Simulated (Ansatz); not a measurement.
NaBr (rock salt)

```
NaBr
1.0
    0.00000     6.03598     6.03598
    3.01799     0.00000     3.01799
    3.01799     3.01799     0.00000
Br Na
2 2
Direct
  0.00000   0.00000   0.00000
  0.50000   0.00000   0.00000
  0.25000   0.50000   0.50000
  0.75000   0.50000   0.50000
```

In this cell atom 4 (Na, nearest neighbour Br at 3.018 Å; its periodic images, 4.3 Å or more away, move with it) is moved by s along Cartesian x, unit vector (1.000, 0.000, 0.000); all other atoms and the cell stay fixed.

The numbers are results of PBE (plane waves to 420 eV, PAW, scalar-relativistic; Ansatz, an electronic-structure program), not measurements. k mesh 4×8×8 (Γ-centred), Fermi-Dirac smearing 0.05 eV. Energies are smeared free energies. Left out: 2 of 11 points, with atoms too close for the PAW data. NaBr was relaxed with its symmetry unable to fall. The zero of ΔE is the undisplaced structure.

```json
[
 {"s (Å)": "-0.728", "ΔE (meV/cell)": "708"},
 {"s (Å)": "-0.546", "ΔE (meV/cell)": "304"},
 {"s (Å)": "-0.364", "ΔE (meV/cell)": "109"},
 {"s (Å)": "-0.182", "ΔE (meV/cell)": "24"},
 {"s (Å)": "0.000", "ΔE (meV/cell)": "0"},
 {"s (Å)": "0.182", "ΔE (meV/cell)": "24"},
 {"s (Å)": "0.364", "ΔE (meV/cell)": "109"},
 {"s (Å)": "0.546", "ΔE (meV/cell)": "304"},
 {"s (Å)": "0.728", "ΔE (meV/cell)": "708"}
]
```

Question: What force constant k = d²E/ds² at s = 0 does the table give?

Answer: 1.4 eV/Å². It is the second difference of the nearest points, corrected with the next pair.

Question: With k = 1.35 eV/Å² from the forces, is the well harmonic out to s = 0.728 Å?

Answer: ½ks² = 357 meV/cell against the computed 708 meV/cell, so the well is stiffer than harmonic there.

(A displaced cell: forces are minus the slopes of the energy, force constants its curvatures, and phonons follow from these.)
